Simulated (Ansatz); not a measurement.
# Si16NiH6: the cost of one run

Method: DFT LDA, scalar-relativistic, plane waves, PAW, in Ansatz 0.2.0.

## (1) Starting point

It takes space group Cm (No. 8, monoclinic). Conventional cell: a = 13.301 Å, b = 7.679 Å, c = 18.869 Å, α = 90.00°, β = 90.00°, γ = 90.00°. H (site symmetry 1) is surrounded by 1 Si at 1.50 Å. H (site symmetry m) has 1 Si at 1.50 Å in its first shell of neighbours. Si (site symmetry 1) is surrounded by 1 H at 1.50 Å. Around Si (site symmetry m) lie 1 H at 1.50 Å. Si (site symmetry m) has 4 Si at 2.35 Å in its first shell of neighbours. Only part of the 17 independent sites is listed.

Structure file:

```xyz
23
Lattice="7.6792 0.0000 0.0000 3.8396 6.6504 0.0000 0.0000 0.0000 18.8688" Properties=species:S:1:pos:R:3 pbc="T T T"
H     1.9198    1.1084    1.0000
H     5.7594    1.1084    1.0000
H     3.8396    4.4336    1.0000
H     7.6792    4.4336    1.0000
Si    1.9198    1.1084    2.5000
Si    5.7594    1.1084    2.5000
Si    3.8396    4.4336    2.5000
Si    7.6792    4.4336    2.5000
Si    0.0000    2.2168    3.2838
Si    3.8396    2.2168    3.2838
Si    1.9198    5.5420    3.2838
Si    5.7594    5.5420    3.2838
Si    0.0000    2.2168    5.6350
Si    3.8396    2.2168    5.6350
Si    1.9198    5.5420    5.6350
Si    5.7594    5.5420    5.6350
Si    0.0000    0.0000    6.4188
Si    3.8396    0.0000    6.4188
Si    1.9198    3.3252    6.4188
Si    5.7594    3.3252    6.4188
H     1.9198    3.3252    7.8688
H     5.7594    3.3252    7.8688
Ni   -0.0040    0.0475    8.8188
```

## (2) Start relaxed

Contents of input.yaml:

```yaml
crystal:
  lattice:
    - [7.67918, 0.0, 0.0]
    - [3.83959, 6.650365, 0.0]
    - [0.0, 0.0, 18.868765]
  atoms:
    - { symbol: H, position: [0.1666667, 0.1666667, 0.0529976] }
    - { symbol: H, position: [0.6666667, 0.1666667, 0.0529976] }
    - { symbol: H, position: [0.1666667, 0.6666667, 0.0529976] }
    - { symbol: H, position: [0.6666667, 0.6666667, 0.0529976] }
    - { symbol: Si, position: [0.1666667, 0.1666667, 0.1324941] }
    - { symbol: Si, position: [0.6666667, 0.1666667, 0.1324941] }
    - { symbol: Si, position: [0.1666667, 0.6666667, 0.1324941] }
    - { symbol: Si, position: [0.6666667, 0.6666667, 0.1324941] }
    - { symbol: Si, position: [-0.1666667, 0.3333333, 0.1740312] }
    - { symbol: Si, position: [0.3333333, 0.3333333, 0.1740312] }
    - { symbol: Si, position: [-0.1666667, 0.8333333, 0.1740312] }
    - { symbol: Si, position: [0.3333333, 0.8333333, 0.1740312] }
    - { symbol: Si, position: [-0.1666667, 0.3333333, 0.2986423] }
    - { symbol: Si, position: [0.3333333, 0.3333333, 0.2986423] }
    - { symbol: Si, position: [-0.1666667, 0.8333333, 0.2986423] }
    - { symbol: Si, position: [0.3333333, 0.8333333, 0.2986423] }
    - { symbol: Si, position: [0.0, 0.0, 0.3401794] }
    - { symbol: Si, position: [0.5, 0.0, 0.3401794] }
    - { symbol: Si, position: [0.0, 0.5, 0.3401794] }
    - { symbol: Si, position: [0.5, 0.5, 0.3401794] }
    - { symbol: H, position: [0.0, 0.5, 0.417026] }
    - { symbol: H, position: [0.5, 0.5, 0.417026] }
    - { symbol: Ni, position: [-0.0040914, 0.0071352, 0.4673737], spin: 1.0 }
magnetization:
  spin_polarized: true
basis:
  ecutwfc: 420.0
kpoints:
  mp_grid: { grid: [2, 2, 1] }
hamiltonian:
  xc: lda
  pseudopotentials: { kind: paw, azcp: { folder: soft_1 } }
scf:
  occupations: { method: fermi_dirac, width: 0.05 }
  lower_state_search: "off"
relax:
  f_tol: 0.08
  max_steps: 25
  adjacent_minimum: "off"
  constraints: [{ sites: [0, 1, 2, 3, 4, 5, 6, 7] }]
```

Started as:

```console
$ ansatz run input.yaml --threads 2 --pin off --max-ram 5120MiB --backend cpu --events-out ev --progress --plain --runs-dir out
```

**Question.** How long does this run take on 2 threads of AMD EPYC 9R45 (Zen 5), shared host, and how much memory does it need?

About 73 s, with a peak of 1.4 GiB.
